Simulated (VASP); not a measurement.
Here is the system:

```xyz
2
Lattice="0.0000 3.0771 3.0771 3.0771 0.0000 3.0771 3.0771 3.0771 0.0000" Properties=species:S:1:pos:R:3 pbc="T T T"
Al     0.0000     0.0000     0.0000
Sb     1.5386     1.5386     1.5386
```

Level of theory: PBE GGA with D4 dispersion, VASP's PBE PAW potentials (set 64) (plane waves; VASP 6.6.1). Run with 520 eV cut-off, 8×8×8 Γ-centred mesh, Gaussian smearing of 0.050 eV, potentials Al Sb.

Unless said otherwise, spin-orbit coupling is left out, though it shifts the bands of the heavy elements here.

Predict the energy per atom (σ→0), band gap (on the k-mesh) with the smallest direct gap where there is one.

The band gap (on the k-mesh) comes out as 1.23 eV, the smallest direct gap (on the k-mesh) is 1.55 eV and the energy per atom (σ→0) is -4.443 eV/atom.

Only differences to runs with the same potentials and settings are physical.

The compound is AlSb in the zinc blende structure. It was relaxed first.
